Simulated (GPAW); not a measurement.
Here is a GPAW 26.7.0 calculation.

Contents of run.py:

```python
from ase import Atoms
from ase.dft.bandgap import bandgap
from ase.io import write
from ase.units import GPa
from gpaw import GPAW, PW, setup_paths

setup_paths.insert(0, '.')

atoms = Atoms(['In', 'In'],
              cell=[[3.335484782, 0.0, 0.0],
                    [-1.667742391, 2.8886145552, 0.0],
                    [0.0, 0.0, 5.50914292]],
              scaled_positions=[[0.670015, 0.335907, 0.749045],
                                [0.320374, 0.680221, 0.25626]],
              pbc=True)

calc = GPAW(mode=PW(600),
            xc='PBEsol',
            kpts={'size': (9, 9, 5), 'gamma': True},
            occupations={'name': 'fermi-dirac', 'width': 0.05},
            nbands=23,
            convergence={'density': 1e-05, 'energy': 1e-05},
            maxiter=150,
            txt='gpaw.txt')
atoms.calc = calc
energy = atoms.get_potential_energy()
forces = atoms.get_forces()
stress = atoms.get_stress()
calc.write('gs.gpw')
write('result.traj', atoms)
print(f'Energy: {energy:.6f} eV')
print('Forces (eV/A):')
print(forces.round(4))
print('Stress (GPa):', (stress / GPa).round(3))
print('Fermi level:', round(calc.get_fermi_level(), 4), 'eV')
print(f'Gap: {bandgap(calc)[0]:.4f} eV, direct: {bandgap(calc, direct=True)[0]:.4f} eV')
```

Potentials or basis: PAW data sets generated in the run's folder for this functional, pw.

Launch:

```bash
$ gpaw-setup -f PBEsol In
$ OMP_NUM_THREADS=1 python run.py
```

Question: What does it give for the largest force?

Answer: 0.098 eV/Å.

Question: What does it give for the band gap on the k mesh?

Answer: None (metal or under the smearing width).

Forces in eV/Å, atoms in the order of the input:
```
In  -0.012  0.005  0.097
In   0.012 -0.005 -0.097
```
